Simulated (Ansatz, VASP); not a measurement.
# One calculation of GaSb, two programs

File INCAR:

```
SYSTEM = GaSb
PREC = Accurate ; ENCUT = 600
EDIFF = 1E-6 ; ISMEAR = -1
SIGMA = 0.05 ; LREAL = .False.
LASPH = .True. ; NELM = 60
ALGO = Fast ; ISIF = 3
LWAVE = .False. ; LCHARG = .False.
GGA = RE ; IVDW = 13
IBRION = 2 ; NSW = 60
EDIFFG = -0.01
```

The input KPOINTS:

```
regular mesh
0
Gamma
  8 8 8
  0 0 0
```

Contents of POSCAR:

```
GaSb
1.0
    0.0000000000      3.0590000000      3.0590000000
    3.0590000000      0.0000000000      3.0590000000
    3.0590000000      3.0590000000      0.0000000000
Sb Ga
1 1
Direct
    0.7500000000      0.7500000000      0.7500000000
    0.0000000000      0.0000000000      0.0000000000
```

File input.yaml:

```yaml
crystal:
  lattice:
    - [0.0, 3.059, 3.059]
    - [3.059, 0.0, 3.059]
    - [3.059, 3.059, 0.0]
  atoms:
    - { symbol: Sb, position: [0.75, 0.75, 0.75] }
    - { symbol: Ga, position: [0.0, 0.0, 0.0] }
hamiltonian:
  xc: revpbe
  pseudopotentials: { kind: paw }
  dispersion: d4
kpoints:
  mp_grid: { grid: [8, 8, 8] }
scf:
  occupations: { method: fermi_dirac, width: 0.05 }
output:
  forces: true
  stress: true
  eigenvalues: true
  write_density: true
  write_potential: true
  elf: true
  volumetric_format: npy
relax:
  f_tol: 0.01
  max_steps: 40
  cell: { stress_tol: 0.05 }
```

Alike in both runs: task relaxation of cell and atoms; functional revPBE; dispersion D4; k mesh 8 × 8 × 8; occupations fermi-dirac, width 0.05 eV; no spin polarisation.

|  | VASP | Ansatz |
| --- | --- | --- |
| version | VASP 6.6.1 | Ansatz 0.2.0 |
| potentials or method | VASP PAW PBE potentials, release 64 (Sb, Ga_d) | Ansatz PAW |
| plane-wave cutoff (eV) | 600 | 420 |
| valence electrons in the cell | 18 | 28 |

Ansatz gave:

| Property | Result |
| --- | --- |
| gap on the k mesh at the Fermi level, each at its own relaxed structure (eV) | 0.19 |
| relaxed volume (Å³/atom) | 28.27 |
| relaxed cell length with the largest relative difference (Å) | 4.308 |

Question: Which values does VASP return?

Answer: gap on the k mesh at the Fermi level, each at its own relaxed structure (eV): 0.19; relaxed volume (Å³/atom): 28.30; relaxed cell length with the largest relative difference (Å): 4.310.

The two sets of potentials don't hold the same shells in valence.

Caveats: spin-orbit coupling is left out, which moves the levels of the heavy elements; the PAW data sets were made with another functional, which shifts forces and pressure a little (VASP); the plane-wave basis is chosen anew once the cell has moved, so the energies of steps on either side of that aren't comparable (Ansatz); the PAW data sets come from PBE, with cores solved anew for the run's functional, which leaves a small shift of forces and pressure (Ansatz). A k mesh can miss the band edges.
